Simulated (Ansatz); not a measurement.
GaN (F-43m), a vibration from a frozen displacement

Computed with DFT PBE, scalar-relativistic, plane waves, PAW (Ansatz 0.2.0). The runs took a 420 eV cutoff, a Γ-centred 10×10×10 mesh and Gaussian smearing (0.05 eV). No spin polarisation. Energies are free energies at this smearing, counted from the undisturbed cell; pressure is positive in compression.

The starting cell (as given, not relaxed at this level; it stands at 5.0 GPa; this zinc-blende form isn't the usual structure):

```xyz
2
Lattice="0.0000 2.2535 2.2535 2.2535 0.0000 2.2535 2.2535 2.2535 0.0000" Properties=species:S:1:pos:R:3 pbc="T T T"
Ga    0.0000    0.0000    0.0000
N     3.3803    3.3803    3.3803
```

Every N atom is moved by x along the Cartesian unit vector (0.707, -0.707, 0.000); the cell and all other atoms stay fixed. The cell's volume is 22.89 Å³; the moved atoms weigh 14.007 u together and the others 69.723 u. Some rows repeat others by symmetry and weren't run.

| x (Å) | ΔE (meV/cell) | total force on the moved atoms along the move (eV/Å) | pressure (GPa) |
| --- | --- | --- | --- |
| -0.1000 | 62.66 | 1.2640 | 6.0406 |
| -0.0875 | 47.88 | 1.1015 | 5.8019 |
| -0.0750 | 35.11 | 0.9409 | 5.5955 |
| -0.0625 | 24.35 | 0.7818 | 5.4214 |
| -0.0500 | 15.56 | 0.6238 | 5.2791 |
| -0.0375 | 8.75 | 0.4670 | 5.1686 |
| -0.0250 | 3.88 | 0.3108 | 5.0898 |
| -0.0125 | 0.97 | 0.1553 | 5.0426 |
| 0.0000 | 0.00 | 0.0000 | 5.0268 |
| 0.0125 | 0.97 | -0.1553 | 5.0426 |
| 0.0250 | 3.88 | -0.3108 | 5.0898 |
| 0.0375 | 8.75 | -0.4670 | 5.1686 |
| 0.0500 | 15.56 | -0.6238 | 5.2791 |
| 0.0625 | 24.35 | -0.7818 | 5.4214 |
| 0.0750 | 35.11 | -0.9409 | 5.5955 |
| 0.0875 | 47.88 | -1.1015 | 5.8019 |
| 0.1000 | 62.66 | -1.2640 | 6.0406 |

Q: What frequency belongs to this motion?

A: The force constant is k = −dF/dx = 12.422 eV/Å², from the parabola through x = -0.0125, 0 and 0.0125. In every cell the moved atoms swing against the rest, so the mass is μ = m₁m₂/(m₁ + m₂) = 11.664 u, and ν̃ = 521.5 cm⁻¹ × √(|k|/μ) = 538 cm⁻¹, at this cell's pressure of 5.0 GPa. To first order in x, and within 1 %, the force on every atom lies along the move and, within each of the two groups, in proportion to the atom's mass, so this is itself a mode at the zone centre of this cell, taken without macroscopic field (the transverse frequency in a polar insulator).

Q: How far does the harmonic law reach?

A: At x = -0.100 Å, kx²/2 = 62.11 meV against the computed 62.66 meV (+0.9 %): the well is still close to harmonic there.

Q: The pressure changes with x². What does that say about the frequency under compression?

A: With E = k(V)x²/2, k ∝ V^(−2γ) and x scaling with the cell as V^(1/3), P − P0 = −∂E/∂V = (2γ − 2/3) ΔE/V. At x = 0.0250 Å, V(P − P0) = 22.89 × 0.06300 / 160.2 eV = 9.00 meV and ΔE = 3.88 meV, so γ = 1/3 + V(P − P0)/(2ΔE) = 1.49. This is the Grüneisen parameter of the motion under uniform scaling of the cell: shrinking the cell evenly by 1 % in volume raises the frequency by about 1.49 %.